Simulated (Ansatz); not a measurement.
The system is SnO.

```
Sn O
1.0
     3.81370    0.00000    0.00000
     0.00000    3.81370    0.00000
     0.00000    0.00000    4.88691
Sn O
2 2
Direct
  0.50000 0.00000 0.76463
  0.00000 0.50000 0.23537
  0.00000 0.00000 0.00000
  0.50000 0.50000 0.00000
```

The cell is a database's computed one.

Base run:

* Program: Ansatz 0.2.0
* Functional: RPBE
* Potentials or basis: Ansatz PAW
* Cutoff: 420 eV (not typed: the program's choice for these potentials)
* k mesh: 7 × 7 × 6
* Occupations: fermi-dirac, width 0.05 eV
* Spin: no spin polarisation

Its results: band gap on the k mesh 0.36 eV, indirect (least direct gap 2.09 eV); pressure 6.2 GPa; largest force 0.554 eV/Å.

Problem. The run is repeated on the same cell with these changes: functional from RPBE to revPBE. What comes out?

Solution. Band gap on the k mesh 0.36 eV, indirect (least direct gap 2.09 eV); pressure 5.5 GPa; largest force 0.504 eV/Å.

Caveats: the k mesh misses the band edges, so the gap on the mesh is wider than the one along the path; spin-orbit coupling is left out, which moves the levels of the heavy elements; the PAW data sets come from PBE, with cores solved anew for the run's functional, which leaves a small shift of forces and pressure.
